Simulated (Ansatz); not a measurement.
KBr built on the rocksalt prototype, relaxed with r2SCAN in the plane-wave code Ansatz. It is cubic, Fm-3m (No. 225); conventional cell a = 6.604 Å, 36.01 Å³ an atom. K is surrounded by 6 Br at 3.30 Å; Br is surrounded by 6 K at 3.30 Å.

The axes x, y and z are those of this cell:
```xyz
2
Lattice="0.0000 3.3022 3.3022 3.3022 0.0000 3.3022 3.3022 3.3022 0.0000" Properties=species:S:1:pos:R:3 pbc="T T T"
K     0.0000    0.0000    0.0000
Br    3.3022    3.3022    3.3022
```

Unstrained: With PBE the gap is 4.430 eV and direct, at Γ. r2SCAN gives a direct gap of 5.071 eV at Γ. The HSE06 gap is direct at Γ: 5.596 eV. Meshes: PBE 6×6×6, r2SCAN 6×6×6, HSE06 4×4×4. Strains are changes of length per length, and xy shears are angles. After each strain the atoms were relaxed again with r2SCAN within the symmetry that the strain leaves, so tilts or polar shifts that break it weren't tested; points keep the names that they have in the unstrained zone. Calculated for a static, non-magnetic cell.

Question: Apply uniaxial +4.51 % along z, other directions held. How far does the gap move, against the unstrained cell?

Answer: PBE: the gap goes from 4.430 to 4.308 eV (-0.122 eV); with r2SCAN the top three valence levels at Γ, degenerate before, become 2+1 from the top over 16 meV. r2SCAN: the gap goes from 5.071 to 4.940 eV (-0.131 eV). HSE06: the gap goes from 5.596 to 5.465 eV (-0.131 eV). The r2SCAN energy rises by 6.9 meV an atom.

Question: One strain changed the r2SCAN stress by xx +3.22, yy +3.22, zz -0.07 GPa (compression positive) and the gap by +0.219 eV (PBE), +0.228 eV (r2SCAN), +0.242 eV (HSE06). Which kind of strain was it, and roughly how large?

Answer: Epitaxial -5.15 % in the xy plane, free normal strain +1.44 %. The pattern of the stress gives the kind; the size needs the stiffness, so it is an estimate.

Question: Estimate what xy shear, engineering strain (angle) +2.17 % does to the gap.

Answer: PBE: the gap goes from 4.430 to 4.404 eV (-0.026 eV); with r2SCAN the top three valence levels at Γ, degenerate before, become 1+1+1 from the top over 49 meV. r2SCAN: the gap goes from 5.071 to 5.045 eV (-0.026 eV). HSE06: the gap goes from 5.596 to 5.570 eV (-0.026 eV). The r2SCAN energy rises by 0.3 meV an atom.

Spin-orbit coupling is left out.

The meshes of the hybrids are coarse, so their gaps aren't converged to the digits shown.

The splittings at Γ are without spin-orbit coupling, which regroups them where it is of like size or larger.
